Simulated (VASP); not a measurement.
A run of VASP 6.6.1 is set up as follows.

POSCAR

```
Fe
1.0
   -1.4430000000      1.4430000000      1.4430000000
    1.4430000000     -1.4430000000      1.4430000000
    1.4430000000      1.4430000000     -1.4430000000
Fe
1
Direct
    0.0000000000      0.0000000000      0.0000000000
```

Contents of INCAR.step1:

```
SYSTEM = Fe
PREC     = Accurate       ! precision mode
ENCUT    = 600            ! plane-wave cutoff, eV
EDIFF    = 1E-8           ! SCF threshold, eV
ISMEAR   = 1              ! smearing method
SIGMA    = 0.1            ! smearing width, eV
LREAL    = .False.        ! projectors in reciprocal space
LASPH    = .True.         ! aspherical terms in the spheres
NELM     = 100            ! most SCF steps
ALGO     = Normal         ! electronic algorithm
ISIF     = 3              ! what is computed and relaxed
LWAVE    = .False.        ! write WAVECAR
LCHARG   = .False.        ! write CHGCAR
ISPIN    = 2              ! spin polarisation
MAGMOM   = 3              ! initial moments
LORBIT   = 11             ! projections on sites
LMAXMIX  = 4              ! l up to which the mixer works
METAGGA  = R2SCAN         ! meta-GGA
LMIXTAU  = .True.       
IBRION   = 2              ! ionic algorithm
NSW      = 40             ! ionic steps
EDIFFG   = -0.002         ! ionic threshold
```

INCAR.step2

```
SYSTEM = Fe
PREC     = Accurate       ! precision mode
ENCUT    = 600            ! plane-wave cutoff, eV
EDIFF    = 1E-8           ! SCF threshold, eV
ISMEAR   = 1              ! smearing method
SIGMA    = 0.1            ! smearing width, eV
LREAL    = .False.        ! projectors in reciprocal space
LASPH    = .True.         ! aspherical terms in the spheres
NELM     = 100            ! most SCF steps
ALGO     = Normal         ! electronic algorithm
ISIF     = 3              ! what is computed and relaxed
LWAVE    = .False.        ! write WAVECAR
LCHARG   = .False.        ! write CHGCAR
ISPIN    = 2              ! spin polarisation
MAGMOM   = 3              ! initial moments
LORBIT   = 11             ! projections on sites
LMAXMIX  = 4              ! l up to which the mixer works
METAGGA  = R2SCAN         ! meta-GGA
LMIXTAU  = .True.       
IBRION   = 6              ! ionic algorithm
NFREE    = 2            
POTIM    = 0.015          ! step
NSW      = 1              ! ionic steps
```

The input KPOINTS:

```
Automatic mesh
0
Gamma
  10 10 10
  0 0 0
```

Potentials or basis: VASP PAW PBE potentials, release 64 (Fe).

Command:

```console
$ cat potpaw_PBE.64/Fe/POTCAR > POTCAR
$ cp INCAR.step1 INCAR
$ mpirun -np 1 vasp_std > vasp.out
$ cp CONTCAR POSCAR
$ cp INCAR.step2 INCAR
$ mpirun -np 1 vasp_std > vasp.out
```

Problem. What does it give for the elastic constants C11, C12, C44?

Solution. 189, 200, 66 GPa.

Problem. Predict the Voigt bulk modulus.

Solution. 197 GPa.

Problem. What does it give for the site moments?

Solution. Fe +2.73 μB.

Problem. Estimate the net moment.

Solution. 2.66 μB per cell.

Problem. Predict the relaxed cell.

Solution. a = 2.483 Å, b = 2.483 Å, c = 2.483 Å, α = 109.47°, β = 109.47°, γ = 109.47°.

Elastic tensor in Voigt notation (GPa, in the Cartesian axes of the cell as first typed):
```
189 200 200   0   0   0
200 189 200   0   0   0
200 200 189   0   0   0
  0   0   0  66   0   0
  0   0   0   0  66   0
  0   0   0   0   0  66
```

Caveat: the elastic tensor has a negative eigenvalue, so either the cell is unstable as it stands or the mesh is too thin; the PAW data sets were made with another functional, which shifts forces and pressure a little.
